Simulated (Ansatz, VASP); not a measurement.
MgO: VASP beside Ansatz

The input INCAR:

```
PREC = Accurate ; ENCUT = 520
EDIFF = 1E-7 ; ISMEAR = 0
SIGMA = 0.05 ; LREAL = F
LASPH = T ; NELM = 80
ALGO = Normal ; ISIF = 2
LWAVE = F ; LCHARG = F
GGA = CA ; NBANDS = 11
```

Contents of KPOINTS:

```
regular mesh
0
Gamma
  9 9 8
```

Contents of POSCAR:

```
MgO
1.0
    2.9820912170      0.0000000000      0.0000000000
   -1.4910456085      2.5825667503      0.0000000000
    0.0000000000      0.0000000000      2.5992896000
Mg O
1 1
Direct
    0.0000000000      0.0000000000      0.0000000000
    0.3333333333      0.6666666667      0.5000000000
```

Input for Ansatz:

```yaml
crystal:
  lattice:
    - [2.982091217, 0.0, 0.0]
    - [-1.4910456085, 2.5825667503, 0.0]
    - [0.0, 0.0, 2.5992896]
  atoms:
    - { symbol: Mg, position: [0.0, 0.0, 0.0] }
    - { symbol: O, position: [0.3333333333, 0.6666666667, 0.5] }
basis:
  ecutwfc: 420
kpoints:
  mp_grid: { grid: [9, 9, 8] }
hamiltonian:
  xc: lda
scf:
  occupations: { method: gaussian, width: 0.05 }
output:
  forces: true
  stress: true
  eigenvalues: true
```

Change from the starting cell: strain +0.015 along x and y, -0.030 along z, atoms carried along.

Alike in both runs: task single point; functional LDA; k mesh 9 × 9 × 8; occupations gaussian, width 0.05 eV; no spin polarisation.

|  | VASP | Ansatz |
| --- | --- | --- |
| version | VASP 6.6.1 | Ansatz 0.2.0 |
| potentials or method | VASP PAW LDA potentials, release 64 (Mg, O) | scalar-relativistic, plane waves, PAW |
| plane-wave cutoff (eV) | 520 | 420 |
| valence electrons in the cell | 8 | 16 |

VASP gave:

```
gap on the k mesh at the Fermi level (eV)       : 2.63
least direct gap on the mesh (eV)               : 2.96
pressure (GPa)                                  : -9.7
largest component of the traceless stress (GPa) : 14.88
```

**Question.** What did Ansatz give for the same quantities?

**Answer.** gap on the k mesh at the Fermi level (eV): 2.63; least direct gap on the mesh (eV): 2.96; pressure (GPa): -8.1; largest component of the traceless stress (GPa): 15.10.

The two sets of potentials don't hold the same shells in valence.

Caveats: an odd mesh through Γ misses points on the zone boundary, where band edges often lie.
